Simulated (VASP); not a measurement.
Here is a VASP 6.6.1 calculation.

The input INCAR:

```
PREC     = Accurate       # precision mode
ENCUT    = 520            # plane-wave cutoff, eV
EDIFF    = 1E-7           # SCF threshold, eV
ISMEAR   = 1              # smearing method
SIGMA    = 0.1            # smearing width, eV
LREAL    = F              # projectors in reciprocal space
LASPH    = T              # aspherical terms in the spheres
NELM     = 80             # most SCF steps
ALGO     = Normal         # electronic algorithm
ISIF     = 2              # what is computed and relaxed
LWAVE    = F              # write WAVECAR
LCHARG   = T              # write CHGCAR
LDIPOL   = T            
IDIPOL   = 3            
DIPOL    = 0.5 0.5 0.500
GGA      = PE             # functional
LELF     = T              # ELF
LVHAR    = T            
LVACPOTAV= T
```

File KPOINTS:

```
regular mesh
0
Gamma
  14 14 1
```

The input POSCAR:

```
Ru                                      
1.0
    2.7193470000      0.0000000000      0.0000000000
   -1.3596735000      2.3550235400      0.0000000000
    0.0000000000      0.0000000000     25.6324044400
  Ru            
     4
Selective dynamics
Direct
     0.3333330000000032    0.6666669999999968    0.3742890299999999   F   F   F
     0.6666669999999968    0.3333330000000032    0.4551790012223679   T   T   T
     0.3333330000000032    0.6666669999999968    0.5395122752264215   T   T   T
     0.6666669999999968    0.3333330000000032    0.6204109072711049   T   T   T
```

Potentials or basis: VASP PAW PBE potentials, release 64 (Ru_pv).

Run with:

```bash
$ cat potpaw_PBE.64/Ru_pv/POTCAR > POTCAR
$ mpirun -np 1 vasp_std > vasp.out
```

Estimate the work function of the upper face.

5.03 eV.

Estimate the work function of the lower face.

5.03 eV.

What does it give for the band gap on the k mesh?

None (metal or under the smearing width).

Forces on the atoms (eV/Å):
```
Ru   0.000  0.000  0.002
Ru   0.000  0.000  0.003
Ru   0.000  0.000 -0.001
Ru   0.000  0.000 -0.004
```
